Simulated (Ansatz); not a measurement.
# Ligand exchange: C4H9Cl + HOI → C4H10O + ICl

Species: C4H9Cl (1-chlorobutane) `CCCCCl`, singlet; HOI (hypoiodous acid) `OI`, singlet; C4H10O (1-butanol) `CCCCO`, singlet; ICl, singlet. The partners trade Cl for OH: C–Cl and I–OH bonds give way to C–OH and I–Cl.

Shapes, held fixed at every level: PBE0-D4/def2-TZVP. Flexible molecules stand in one conformer, not always the lowest. Programs: Ansatz 0.2.0. The zero-point and thermal change to 298 K, harmonic and unscaled (PBE0-D4/def2-TZVP), is +4.5 kJ/mol.

Estimate the reaction enthalpy at 298 K.

From tabulated heats of formation (Active Thermochemical Tables, CRC Handbook of Chemistry and Physics), ΔH(298 K) = -41.8 kJ/mol. Nearest: wB97M-V/def2-TZVPP (+0.1); farthest: HF/def2-SVP (-33.4). 5 of 8 levels lie within 10 kJ/mol. The heats of C4H9Cl come from older tables and can be uncertain by 10 kJ/mol or more. For atoms past krypton def2 sets carry core potentials with scalar relativity. Outer-core shells of I are correlated, in sets that cover them unevenly.

| level | kind | ΔH (kJ/mol) | computed − measured |
| --- | --- | --- | --- |
| HF/def2-SVP | Hartree–Fock | -75.3 | -33.4 |
| HF/def2-TZVPP | Hartree–Fock | -59.4 | -17.5 |
| PBE-D4/def2-TZVPP | GGA | -37.6 | +4.2 |
| PBE0-D4/def2-TZVPP | global hybrid | -44.2 | -2.4 |
| r2SCAN0-D4/def2-TZVPP | global hybrid | -45.6 | -3.8 |
| wB97M-V/def2-TZVPP | range-separated hybrid | -41.7 | +0.1 |
| CCSD/def2-SVP | coupled cluster or CI | -54.6 | -12.8 |
| CCSD(T)/def2-TZVPP | coupled cluster or CI | -37.2 | +4.6 |
